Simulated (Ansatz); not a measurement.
# Se under changes of volume

One of the cells (27.261 Å³/atom); the others are scaled copies at fixed shape and fractional positions:

```xyz
3
Lattice="4.3662 0.0000 0.0000 -2.1831 3.7812 0.0000 0.0000 0.0000 4.9536" Properties=species:S:1:pos:R:3 pbc="T T T"
Se    1.6910    2.9289    0.0000
Se   -0.4921    0.8523    3.3024
Se    0.9841    0.0000    1.6512
```

| Quantity | Value |
| --- | --- |
| Program | Ansatz 0.2.0 |
| Functional | PBEsol |
| Potentials or basis | all-electron LAPW, scalar-relativistic |
| Cutoff | 326 eV (chosen from the basis error) |
| Basis error allowed | 0.001 eV/atom |
| k mesh | 7 × 7 × 6 |
| Occupations | fermi-dirac, width 0.05 eV |
| Spin | no spin polarisation |

| volume (Å³/atom) | energy over the lowest point (meV/atom) | pressure (GPa) | gap on the mesh (eV) | largest force (eV/Å) |
| --- | --- | --- | --- | --- |
| 25.625 | 21.16 | 4.2 | 1.08 | 0.978 |
| 26.170 | 9.46 | 2.7 | 1.10 | 0.729 |
| 26.716 | 2.55 | 1.4 | 1.13 | 0.498 |
| 27.261 | 0.00 | 0.2 | 1.14 | 0.283 |
| 27.806 | 1.32 | -0.9 | 1.16 | 0.082 |
| 28.351 | 6.12 | -1.9 | 1.15 | 0.105 |
| 28.896 | ? | ? | ? | ? |

Q: What does the run at 28.896 Å³/atom give?

A: Energy over the lowest point 14.05 meV/atom; pressure -2.8 GPa; gap on the mesh 1.13 eV; largest force 0.280 eV/Å.

Worked out: A Birch-Murnaghan fit of order 3 (a polynomial in V^(-2/3)) to the other rows has its minimum at 27.34 Å³/atom with B0 = V·E''(V) = 56 GPa and B' = 4.4 at fixed shape and positions, which overstates the stiffness. It gives 14.05 meV/atom at 28.896 Å³/atom, against the run's 14.05, and -dE/dV = -2.8 GPa, against -2.8. A parabola through the other rows of the gap, of slope -0.322 eV per unit of ln V there, extrapolates to 1.15 eV, against the run's 1.13.

Energies are extrapolated to zero smearing.

Caveats: an odd mesh through Γ misses points on the zone boundary, where band edges often lie. Spin-orbit coupling on Se is left out.
